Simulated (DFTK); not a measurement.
Crystal: Pt.

```
Pt
1.0
     0.00000    1.96090    1.96090
     1.96090    0.00000    1.96090
     1.96090    1.96090    0.00000
Pt
1
Direct
  0.00000 0.00000 0.00000
```

Program: DFTK 0.8.2. Alike in all runs: task band structure; no spin polarisation; cell as given; k mesh 12 × 12 × 12; smearing fermi-dirac 0.05 eV.

Order these runs on this cell by their pressure, lowest first.
A. level r2SCAN; potentials or basis SG15 1.2 (PBE); cutoff (eV) 1225
B. level PBEsol; potentials or basis cp2k.nc.sr.pbe.v0_1.semicore.gth (PBE, GTH); cutoff (eV) 1959
C. level PBEsol; potentials or basis SG15 1.2 (PBE); cutoff (eV) 1225
D. level AM05; potentials or basis SG15 1.2 (PBE); cutoff (eV) 1225

B (-3.7 GPa), D (-1.3 GPa), C (0.7 GPa), A (4.4 GPa).

Caveats: the potentials were made for another functional, which shifts forces and pressure; GTH potentials come without recommended cutoffs, and this one wasn't checked for convergence (some runs).

Runs at the PBE level aren't shown here.
